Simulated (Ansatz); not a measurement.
The reference is ZnTe in the zinc blende structure (space group F-43m, No. 216; a = 6.1134 Å).

Calculations: r2SCAN/PAW in Ansatz (a program for electronic structure), spin-orbit coupling left out.

Base values:

* **Pressure**: 0.01 GPa
* **Electron mass**: 0.11 mₑ (at Γ)

It is then changed as follows: every lattice vector is shortened by 1.97 %, atoms relaxed at fixed cell.

Question: How does this affect the pressure, electron mass and mean gap deformation potential ΔEg/Δln V?

Answer: The pressure grows by 3.40 GPa to 3.41 GPa; the electron mass goes from 0.11 mₑ (at Γ) to 0.12 mₑ (at Γ); the mean gap deformation potential ΔEg/Δln V amounts to -5.2 eV.

With Te present, leaving out spin-orbit coupling can change the band edges. The cells carry an imposed strain or load. Effective masses come from finite differences of ±0.01 Å⁻¹. No phonon test of stability was made.
